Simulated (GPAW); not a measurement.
Consider Si (diamond-type (Si)1-x(Ge)x, x = 0, Fd-3m).

```xyz
16
Lattice="0.0000 5.4310 5.4310 5.4310 0.0000 5.4310 5.4310 5.4310 0.0000" Properties=species:S:1:pos:R:3 pbc="T T T"
Si    0.0000    0.0000    0.0000
Si    1.3578    1.3578    1.3578
Si    2.7155    2.7155    0.0000
Si    4.0732    4.0732    1.3578
Si    2.7155    0.0000    2.7155
Si    4.0732    1.3578    4.0732
Si    5.4310    2.7155    2.7155
Si    6.7888    4.0732    4.0732
Si    0.0000    2.7155    2.7155
Si    1.3578    4.0732    4.0732
Si    2.7155    5.4310    2.7155
Si    4.0732    6.7888    4.0732
Si    8.1465    8.1465    5.4310
Si    4.0732    4.0732    6.7888
Si    5.4310    5.4310    5.4310
Si    6.7888    6.7888    6.7888
```

Absorber: atom 1, with 4 Si at 2.35 Å (tetrahedral). Method: GPAW, LDA, excited-electron core hole (neutral cell), 16-atom cell with 7.7 Å between holes, 4×4×4 k points, dipole transitions, Gaussian full width 0.9 eV up to 4 eV, rising linearly to 3.5 eV at 25 eV.

Question: Predict the near-edge structure at the Si K edge.

Main maxima up to 24 eV above the zero (height): 1.8 eV (1.30), 3.6 eV (1.71), 7.0 eV (1.38), 9.6 eV (1.21), 13.0 eV (1.15) and 17.5 eV (0.90). A K edge sees empty p states on the absorber. The total-energy difference is 1843.54 eV. One term is added: -14.86 eV, since the hole is spin-paired here and a spin-polarised one costs that much less in the free atom (computed apart). The photon energy is then 1828.68 eV. The tabulated edge of the element is 1839 eV. The functional leaves an error in such absolute values: in the free atom LDA prices this hole 7.8 eV below PBE (computed apart), and PBE is itself good to a few eV.

The Si K spectrum (energy from the bottom of the conduction band, which holds the excited electron; intensity scaled to a mean of 1 over the first 20 eV):

| E (eV) | intensity |
| --- | --- |
| -2.0 | 0.00 |
| -1.4 | 0.00 |
| -0.8 | 0.00 |
| -0.2 | 0.06 |
| 0.4 | 0.38 |
| 1.0 | 0.88 |
| 1.6 | 1.28 |
| 2.2 | 1.17 |
| 2.8 | 1.29 |
| 3.4 | 1.67 |
| 4.0 | 1.60 |
| 4.6 | 1.11 |
| 5.2 | 0.93 |
| 5.8 | 0.80 |
| 6.4 | 1.05 |
| 7.0 | 1.38 |
| 7.6 | 1.02 |
| 8.2 | 0.76 |
| 8.8 | 0.93 |
| 9.4 | 1.19 |
| 10.0 | 1.15 |
| 10.6 | 0.97 |
| 11.2 | 0.91 |
| 11.8 | 1.00 |
| 12.4 | 1.11 |
| 13.0 | 1.15 |
| 13.6 | 1.10 |
| 14.2 | 0.97 |
| 14.8 | 0.82 |
| 15.4 | 0.74 |
| 16.0 | 0.76 |
| 16.6 | 0.83 |
| 17.2 | 0.89 |
| 17.8 | 0.89 |
| 18.4 | 0.83 |
| 19.0 | 0.78 |
| 19.6 | 0.75 |
| 20.2 | 0.74 |
| 20.8 | 0.72 |
| 21.4 | 0.68 |
| 22.0 | 0.63 |
| 22.6 | 0.60 |
| 23.2 | 0.60 |
| 23.8 | 0.64 |
| 24.4 | 0.71 |
| 25.0 | 0.79 |
| 25.6 | 0.84 |

The mesh is coarse (0.25 Å⁻¹ between points), so small maxima may be mesh ripples. Lifetime broadening is put in by hand, and intensities beyond about 20 eV depend on it and on the partial waves; weight that the partial waves miss at high energy is lost.

[Banner, clock and machine lines of the logs are left out without a mark of their own.]

[Logs are printed without paths, hosts, clocks, repeated set-up lines and the standing remarks that a program may print on its own settings, such as how far it seeks lower states.]

[Hosts, paths, dates, database ids (printed as entryN), source tags and the programs' standing remarks are cut or masked in the printed files.]

[Lists of maxima count a maximum above −3 eV only where it reaches 4 % of the highest in the window and stands out from its surroundings by 2 % of it (1.5 % where it reaches 55 %); shoulders and weaker maxima are passed over, and of the rest the first, up to two pre-edge ones and the few strongest are named.]
